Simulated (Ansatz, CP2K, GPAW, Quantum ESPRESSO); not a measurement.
## Cost and result for the bulk modulus of Rh

It takes space group Fm-3m (No. 225, cubic). Conventional cell: a = 3.796 Å, b = 3.796 Å, c = 3.796 Å, α = 90.00°, β = 90.00°, γ = 90.00°. Rh (site symmetry m-3m) has 12 Rh at 2.68 Å as nearest neighbours.

| rung | level | program and potentials | cutoff (eV) | k mesh | smearing | spin | core time | chip | bulk modulus (GPa) | notes |
| --- | --- | --- | --- | --- | --- | --- | --- | --- | --- | --- |
| GGA | PBE | Ansatz, Ansatz PAW | 420 | 12 × 12 × 12 | fermi-dirac 0.05 | off | 7 s | AMD EPYC 7R43 Zen 3 | 258.1 | - |
| LDA | LDA | Ansatz, Ansatz PAW | 420 | 12 × 12 × 12 | fermi-dirac 0.05 | off | 8.3 s | AMD EPYC 7R43 Zen 3 | 318.7 | potentials made for PBE, which Ansatz adapts in part |
| meta-GGA | r2SCAN | Ansatz, Ansatz PAW | 500 | 12 × 12 × 12 | fermi-dirac 0.05 | off | 14 s | AMD EPYC 7R43 Zen 3 | 282.5 | potentials made for PBE, which Ansatz adapts in part |
| GGA | RPBE | Ansatz, Ansatz PAW | 420 | 12 × 12 × 12 | fermi-dirac 0.1 | SOC, no magnetisation | 24 s | Arm Neoverse V2 | 234.9 | potentials made for PBE, which Ansatz adapts in part |
| GGA | PBEsol | GPAW, PAW data sets generated for this functional | 600 | 12 × 12 × 12 | fermi-dirac 0.05 | off | 51 s | Arm Neoverse V2 | 290.5 | - |
| LDA | LDA | Quantum ESPRESSO, PseudoDojo 0.4.1 SR LDA standard | 1197 | 12 × 12 × 12 | fermi-dirac 0.05 | off | 1.8 min | Arm Neoverse V1 | 319.0 | - |
| meta-GGA | r2SCAN | CP2K, POTENTIAL_UZH Rh GTH-SCAN-q17; TZVP-MOLOPT-SCAN-GTH basis | - | 12 × 12 × 12 | fermi-dirac 0.05 | off | 25 min | Arm Neoverse V2 | 273.7 | atomic basis |

Times are single runs on shared hosts and different chips, so they are rough; meshes, cutoffs and the tasks' sizes weigh on the time. Task: equation of state. Smearing widths are in eV. The cell comes from a database and isn't always the measured one. For a metal such meshes aren't converged. Meshes are those of the run's cell of 1 atom unless a note names another. Runs on faulty files, with rough fits or with known faults for this quantity aren't shown.

By rung: LDA 318.7 to 319.0; GGA 234.9 to 290.5; meta-GGA 282.5; meta-GGA in atomic bases 273.7 (GPa).
